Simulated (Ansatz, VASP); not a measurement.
## Ir: VASP beside Ansatz

The input INCAR:

```
  ALGO = Normal
  EDIFF = 1E-7
  ENCUT = 520
  GGA = PS
  ISIF = 2
  ISMEAR = -1
  LASPH = True
  LCHARG = False
  LREAL = False
  LWAVE = False
  NBANDS = 10
  NELM = 80
  PREC = Accurate
  SIGMA = 0.05
```

The input KPOINTS:

```
k-points
0
Gamma
  18 18 18
```

POSCAR

```
Ir
1.0
    0.0000000000      1.9197000000      1.8813060000
    1.9197000000      0.0000000000      1.8813060000
    1.9197000000      1.9197000000      0.0000000000
Ir
1
Direct
    0.0000000000      0.0000000000      0.0000000000
```

Input for Ansatz:

```yaml
crystal:
  lattice:
    - [0.0, 1.9197, 1.881306]
    - [1.9197, 0.0, 1.881306]
    - [1.9197, 1.9197, 0.0]
  atoms:
    - { symbol: Ir, position: [0.0, 0.0, 0.0] }
kpoints:
  mp_grid: { grid: [18, 18, 18] }
  band_path:
    path:
      - [0.0, 0.0, 0.0]
      - [0.0, 0.5, 0.5]
      - [0.25, 0.75, 0.5]
      - [0.0, 0.5, 0.0]
      - [0.0, 0.0, 0.0]
      - [0.5, 0.5, 0.0]
      - [0.3801541025, 0.6198458975, 0.0]
      - [-0.3801541025, 0.3801541025, 0.0]
      - [0.0, 0.0, 0.0]
    npoints: 5
scf:
  occupations: { method: fermi_dirac, width: 0.05 }
hamiltonian:
  xc: pbesol
  pseudopotentials: { kind: all_electron, lapw: { basis_error: 0.0005 } }
output:
  forces: true
  stress: true
  eigenvalues: true
```

Change from the starting cell: zz strain of -2 %.

Alike in both runs: task single point; functional PBEsol; k mesh 18 × 18 × 18; occupations fermi-dirac, width 0.05 eV; no spin polarisation.

```csv
,VASP,Ansatz
version,VASP 6.6.1,Ansatz 0.2.0
potentials or method,"VASP PAW PBE potentials, release 64 (Ir)","all-electron LAPW, scalar-relativistic"
plane-wave cutoff (eV),520,see its input
```

|  | VASP | Ansatz | Ansatz less VASP |
| --- | --- | --- | --- |
| pressure (GPa) | 6.5 | 5.3 | -1.15 |
| largest component of the traceless stress (GPa) | 5.50 | 5.51 | +0.009 |

Ansatz ran all-electron here, so the differences hold the error of VASP's frozen core and of both bases.

Caveats: the PAW data sets were made with another functional, which shifts forces and pressure a little (VASP). The runs have no spin-orbit coupling, so splittings on Ir are missing.
